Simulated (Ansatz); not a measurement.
The cell is COD entry 1538744, as deposited and not checked against the literature; nothing was relaxed. The listed cell was then made from it by scaling, straining or moving an atom.

MgTe: DFT, PBE, PAW with Ansatz's default frozen-core files, scalar-relativistic (Ansatz 0.2.0). What sets it apart from a plain run of this crystal: equal xx and yy strain of +2 %.

Command: `ansatz run input.yaml --threads 1 --pin off --max-ram 6144MiB --backend cpu --events-out ev --progress --plain --runs-dir out` The run took 6.6 s on 1 thread of Intel(R) Xeon(R) 6975P-C (Granite Rapids), with other jobs on the host, peak memory 0.48 GiB.

```yaml
crystal:
  lattice:
    - [4.6308020612, 0.0, 0.0]
    - [-2.3154010306, 4.0103922249, 0.0]
    - [0.0, 0.0, 7.395]
  atoms:
    - { symbol: Mg, position: [0.3333333333, 0.6666666667, 0.0] }
    - { symbol: Mg, position: [0.6666666667, 0.3333333333, 0.5] }
    - { symbol: Te, position: [0.3333333333, 0.6666666667, 0.37] }
    - { symbol: Te, position: [0.6666666667, 0.3333333333, 0.87] }
kpoints:
  mp_grid: { grid: [9, 9, 5] }
scf:
  occupations: { method: fermi_dirac, width: 0.03 }
hamiltonian:
  xc: pbe
  pseudopotentials: { kind: paw }
output:
  forces: true
  stress: true
  eigenvalues: true
  efg: { contact_densities: true }
```

Output (standing set-up lines are left out):

```
Crystal: 4 atoms, lattice volume = 137.335 Å³
Basis set: ecut = 420 eV, 2707 PW (Γ), exchange–correlation on 64×64×100 points (8 copies of the dense FFT grid, shifted against one another)
Space group: P63mc (ITA 186), of the structure as read, at distance tolerance 5.2e-5 Å
SCF iter   1: F=—  HF=-17811.025961 eV  |F-HF|=—  |Δ(HF+E_count)|=         —  Δρ=8.18e-4  dr2=1.86e-3  ethr=1.77e-3  ⟨swp⟩=8.2  Hψ=5683  notcnv=0  defer=1
preconditioner: auto → Resta (q_TF=auto, 2.321 Å⁻¹)  ε∞=3.2  [insulator: Δε(μ)=2.377 eV  Ē_g=8.496 eV  σ=0.030 eV  W_gap=1.00  n_scr=34 (ndim 8)  ℏωp=12.7 eV  f_vac=0.115  D(μ)=0.00/eV (n_scr^D=0)  ε∞_Penn≈3.2]
SCF iter   2: F=—  HF=-17811.024009 eV  |F-HF|=—  |Δ(HF+E_count)|=   1.95e-3  Δρ=5.19e-4  dr2=8.36e-4  ethr=3.58e-6  ⟨swp⟩=2.5  Hψ=2157  notcnv=0  defer=22
SCF iter   3: F=—  HF=-17811.023952 eV  |F-HF|=—  |Δ(HF+E_count)|=   5.70e-5  Δρ=2.74e-4  dr2=1.14e-4  ethr=1.61e-6  ⟨swp⟩=3.2  Hψ=1992  notcnv=0  defer=6
automatic band count: iteration 3 solves 31 bands in place of 32: the levels show a gap, and the empty bands left out lie too high to hold charge; the band table lists the bands solved (type scf.n_extra_bands for more)
SCF iter   4: F=—  HF=-17811.023879 eV  |F-HF|=—  |Δ(HF+E_count)|=   7.33e-5  Δρ=1.06e-4  dr2=2.00e-5  ethr=2.19e-7  ⟨swp⟩=2.0  Hψ=1957  notcnv=0  defer=6
SCF iter   5: F=—  HF=-17811.023885 eV  |F-HF|=—  |Δ(HF+E_count)|=   6.31e-6  Δρ=1.99e-5  dr2=1.06e-6  ethr=3.84e-8  ⟨swp⟩=2.2  Hψ=1942  notcnv=0  defer=6
SCF iter   6: F=-17811.023886 eV  HF=-17811.023886 eV  |F-HF|=3.70e-8  |Δ(HF+E_count)|=   1.01e-6  Δρ=6.10e-6  dr2=9.94e-8  ethr=1.92e-10  ⟨swp⟩=6.1  Hψ=5370  notcnv=0
SCF 1 converged in 6 iterations: F = -17811.023886 eV  dr2 = 9.94e-8
  greatest PAW one-centre occupation: 1.000 electrons in one spin orbital (limit 2), on the Mg atom at site 1 (counted from 0), in its partial waves of l = 0
SCF converged after 6 iterations
Free energy (F): -17811.023886 eV
Harris-Foulkes:  -17811.023886 eV  (|F-HF|=3.70e-8)
Internal energy: -17811.023886 eV  (E = F + TS)
E sigma→0 (E₀):  -17811.023886 eV
Fermi energy:    5.391886 eV
--- Per-component energies (eV) ---
  E_band       = -1344.566468
  E_kinetic    = 512.215423
  E_local      = -6675.942470  (includes V_loc(G=0)·N_el)
  E_nonlocal   = -428.264692
  E_hartree    = 3175.016531
  E_xc         = -306.201732
  E_vxc        = -282.647303  (∫ρ·V_xc dr)
  E_paw        = -9911.679348  (= ΣΔE_a)
  E_vpaw       = -819.956334  (= ΣTr[D̂ρ^β])
  E_aug_tail   = -0.000363  (compensation charges beyond the density's cutoff)
  E_ewald      = -4176.167237
  E_smearing   = -0.000000  (= −TS)
  E_closure    = -0.000000  (closes the sum)
  Σ components = -17811.023886   (vs F -17811.023886, Δ=0.00e0)
--- Forces (eV/Å), atoms counted from 1 ---
  atom   1  Mg    -0.00000000    -0.00000000    -0.33293002
  atom   2  Mg     0.00000000     0.00000000    -0.33293002
  atom   3  Te     0.00000000     0.00000000     0.33288428
  atom   4  Te     0.00000000     0.00000000     0.33288428
  max |Σ_I F_I| component: 9.15e-5 eV/Å
--- Stress (GPa, compression-positive) ---
       -0.516551      -0.000000       0.000000
        0.000000      -0.516551       0.000000
        0.000000       0.000000       1.793878
  P = ⅓ Tr σ = 0.2536 GPa (2.536 kbar)
--- PAW observables at the nuclei: V_zz in 10²¹ V/m², potentials from the cell's mean, atoms counted from 1 ---
  atom   1  Mg V_zz =    -0.438960   η = 0.0000   by run symmetry: allowed
            electrostatic potential = -1099.022713 V   contact ρ = 7798.736372 e/Å³
  atom   2  Mg V_zz =    -0.438960   η = 0.0000   by run symmetry: allowed
            electrostatic potential = -1099.022713 V   contact ρ = 7798.736372 e/Å³
  atom   3  Te V_zz =    -0.760097   η = 0.0000   by run symmetry: allowed
            electrostatic potential = -8643.665066 V   contact ρ = 1468699.954227 e/Å³
  atom   4  Te V_zz =    -0.760097   η = 0.0000   by run symmetry: allowed
            electrostatic potential = -8643.665066 V   contact ρ = 1468699.954227 e/Å³
--- Band table (eV; the first three rows and the last of 36) ---
  k-point 0: bands = ["-70.9787", "-70.9787", "-37.7344", "-37.7344", "-37.7344", "-37.7344", "-37.7302", "-37.7301", "-30.9209", "-30.9206", "-30.9159", "-30.9159", "-30.9158", "-30.9158", "-30.9094", "-30.9094", "-30.9092", "-30.9092", "-5.9931", "-5.3800", "0.9443", "3.6619", "3.6619", "4.1310", "4.1721", "4.1721", "6.5618", "7.0630", "9.3911", "9.3911", "9.9885"]
  k-point 1: bands = ["-70.9787", "-70.9787", "-37.7344", "-37.7344", "-37.7344", "-37.7344", "-37.7302", "-37.7301", "-30.9208", "-30.9206", "-30.9159", "-30.9159", "-30.9158", "-30.9158", "-30.9094", "-30.9094", "-30.9092", "-30.9092", "-5.9428", "-5.4490", "1.1611", "3.5884", "3.7058", "3.7058", "4.1179", "4.1179", "7.0585", "7.1671", "9.4069", "9.4069", "9.7523"]
  k-point 2: bands = ["-70.9787", "-70.9787", "-37.7344", "-37.7344", "-37.7344", "-37.7344", "-37.7302", "-37.7302", "-30.9208", "-30.9207", "-30.9159", "-30.9159", "-30.9158", "-30.9158", "-30.9093", "-30.9093", "-30.9092", "-30.9092", "-5.8043", "-5.6169", "1.7629", "2.6328", "3.8251", "3.8251", "3.9821", "3.9821", "7.4310", "7.5768", "9.5296", "9.5296", "9.7723"]
  k-point 35: bands = ["-70.9787", "-70.9787", "-37.7345", "-37.7345", "-37.7345", "-37.7345", "-37.7302", "-37.7302", "-30.9204", "-30.9204", "-30.9160", "-30.9160", "-30.9158", "-30.9158", "-30.9092", "-30.9092", "-30.9092", "-30.9091", "-5.2888", "-5.2888", "1.3019", "1.3019", "2.1916", "2.4973", "3.4886", "3.4886", "8.2097", "8.2097", "8.8393", "9.7941", "10.5757"]
```
